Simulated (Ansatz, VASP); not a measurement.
In: VASP beside Ansatz

```xyz
1
Lattice="-1.9194 1.9194 1.9194 1.9194 -1.9194 1.9194 1.9194 1.9194 -1.9194" Properties=species:S:1:pos:R:3 pbc="T T T"
In    0.0000    0.0000    0.0000
```

Change from the starting cell: volume scaled by 1.06.

Alike in both runs: task single point; functional PBEsol; k mesh 10 × 10 × 10; occupations fermi-dirac, width 0.05 eV; no spin polarisation.

|  | VASP | Ansatz |
| --- | --- | --- |
| version | VASP 6.6.1 | Ansatz 0.2.0 |
| potentials or method | VASP PAW PBE potentials, release 64 (In_d) | Ansatz PAW |
| plane-wave cutoff (eV) | 520 | 420 |
| valence electrons in the cell | 13 | 13 |

|  | VASP | Ansatz | Ansatz less VASP |
| --- | --- | --- | --- |
| gap on the k mesh at the Fermi level (eV) | none | none | - |
| pressure (GPa) | -3.2 | -3.1 | +0.04 |

A gap of «none» marks a metal or a gap that the smearing closes.

Caveats: the PAW data sets were made with another functional, which shifts forces and pressure a little (VASP); the PAW data sets come from PBE, with cores solved anew for the run's functional, which leaves a small shift of forces and pressure (Ansatz).
